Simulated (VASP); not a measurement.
## KBr and the effect of the screening of exact exchange

Symmetry: Fm-3m, No. 225, cubic system. Conventional cell: a = 6.600 Å, b = 6.600 Å, c = 6.600 Å, α = 90.00°, β = 90.00°, γ = 90.00°. Around Br (site symmetry m-3m) lie 6 K at 3.30 Å. Around K (site symmetry m-3m) lie 6 Br at 3.30 Å.

Kept alike: task single point; functional HSE(alpha, omega); k mesh 4 × 4 × 4; occupations fermi-dirac, width 0.05 eV; no spin polarisation. Program: VASP, PBE PAW files Br, K_sv, 520 eV. Share of exact exchange 0.25. The mesh is that of the run's cell of 2 atoms. No spin-orbit coupling.

| screening of exact exchange, ω (Å⁻¹) | band gap (eV) |
| --- | --- |
| 0.1 | 5.947 |
| 0.15 | 5.772 |
| 0.2 | 5.621 |
| 0.3 | 5.371 |
| 0.4 | ? |
| 0.6 | 4.907 |

The k mesh is coarse, so the values aren't converged. Spin-orbit coupling, left out here, moves the band edges of heavy atoms and can close or invert small gaps. A gap read on the mesh alone can miss an edge between its points. All rows use potentials made for PBE. The mesh is thin for exact exchange.

Problem. Fit the rows shown and predict the run at 0.4 Å⁻¹.

Solution. A least-squares parabola through the rows shown is band gap = 2.7065 ω² - 3.9621 ω + 6.3105 (largest miss 0.0056); at ω = 0.4 it gives 5.159 eV. The run gave: band gap 5.178 eV.
